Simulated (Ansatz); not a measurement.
Runs of Ansatz 0.2.0 on HfO2. Symmetry: Pca2_1, No. 29, orthorhombic system. The conventional cell has a = 5.219 Å, b = 5.005 Å, c = 5.033 Å, α = 90.00°, β = 90.00°, γ = 90.00°. Hf (site symmetry 1) has 7 O at 2.02 to 2.23 Å as nearest neighbours. O (site symmetry 1) has 3 Hf at 2.02 to 2.13 Å as nearest neighbours. O (site symmetry 1) is surrounded by 4 Hf at 2.11 to 2.23 Å. Measurements of this composition are mostly on another form, of space group No. 14.

| task | level | cell | points for each segment of the path | gap on the mesh (eV) | pressure (GPa) | V0 of scaled cells (Å³/atom) | B0 (GPa) | largest force (eV/Å) |
| --- | --- | --- | --- | --- | --- | --- | --- | --- |
| equation of state | BLYP+D3(BJ) | as given | - | - | - | 11.31 | 245 | - |
| equation of state | RPBE+D4 | as given | - | - | - | (b) | (a) | - |
| band structure | revPBE | as given | 10 | 4.54 | 13.5 | - | - | 0.13 |
| band structure | BPBE | as given | 10 | 4.49 | 9.2 | - | - | 0.11 |
| relaxation of cell and atoms | RPBE+D3(BJ) | relaxed | - | 4.70 | 0.0 | - | - | - |

Alike in all rows: potentials or basis Ansatz PAW; no spin polarisation; k mesh 5 × 6 × 5; cutoff (eV) 420; smearing fermi-dirac 0.05 eV.

Task: Estimate the missing entries.

Result: (a) 238; (b) 11.26.

Caveats: the potentials were made for another functional, which shifts forces and pressure; the PAW data sets come from PBE, with cores solved anew for the run's functional, which leaves a small shift of forces and pressure; spin-orbit coupling is left out, which moves the levels of the heavy elements (some runs); the cell was scaled at fixed shape and fractional positions, which overstates the stiffness of a crystal with free parameters, most of all of layers and chains (some runs); the plane-wave basis is chosen anew once the cell has moved, so the energies of steps on either side of that aren't comparable (some runs).

A k mesh can miss the band edges, and the runs leave out spin-orbit coupling on Hf.

Not every run made on this cell is shown here.
